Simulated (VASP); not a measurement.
Write the native input for VASP 6.6.1 that does the following.

```yaml
Task: optical spectrum
Functional: PBEsol
Potentials_or_basis: VASP PAW PBE potentials, release 64 (Ta_pv, Si)
Cutoff: 520 eV
k_mesh: 5 × 5 × 3
Occupations: gaussian, width 0.02 eV
Spin: no spin polarisation
Further_INCAR_settings: ALGO = Normal; EDIFF = 1e-06; NBANDS = 76
```

The structure of TaSi2 lies in POSCAR:

```
TaSi2
1.0
    4.7839000000      0.0000000000      0.0000000000
   -2.3919500000      4.1429789292      0.0000000000
    0.0000000000      0.0000000000      6.5700000000
Ta Si
3 6
Direct
    0.0000000000      0.5000000000      0.3333333333
    0.5000000000      0.5000000000      0.6666666667
    0.5000000000      0.0000000000      0.0000000000
    0.3179400000      0.1589700000      0.3333333333
    0.1589700000      0.8410300000      0.6666666667
    0.8410300000      0.6820600000      0.0000000000
    0.6820600000      0.8410300000      0.3333333333
    0.8410300000      0.1589700000      0.6666666667
    0.1589700000      0.3179400000      0.0000000000
```

These files were run (other wordings do the same):

INCAR

```
  ALGO = Normal
  CSHIFT = 0.1
  EDIFF = 1E-6
  ENCUT = 520
  GGA = PS
  ISIF = 2
  ISMEAR = 0
  LASPH = T
  LCHARG = F
  LOPTICS = T
  LREAL = F
  LWAVE = F
  NBANDS = 76
  NEDOS = 2000
  NELM = 80
  PREC = Accurate
  SIGMA = 0.02
```

KPOINTS

```
k-points
0
Gamma
  5 5 3
```

Potentials or basis: VASP PAW PBE potentials, release 64 (Ta_pv, Si).

The run is started by

```console
$ cat potpaw_PBE.64/Ta_pv/POTCAR potpaw_PBE.64/Si/POTCAR > POTCAR
$ mpirun -np 1 vasp_std > vasp.out
```

Results of the run:

| Quantity | Value |
| --- | --- |
| Pressure | -1.9 GPa |
| Largest force | 0.023 eV/Å |
| Band gap on the k mesh | none (metal or under the smearing width) |

Caveat: spectra need much finer meshes, so this one isn't converged; independent-particle spectra lack excitons; the intraband (Drude) part of a metal's response may be missing; the PAW data sets were made with another functional, which shifts forces and pressure a little.

It took 83 s on 1 thread of Intel(R) Xeon(R) Platinum 8259CL CPU @ 2.50GHz (Skylake/Cascade Lake) (shared host), peak memory 0.3 GiB.
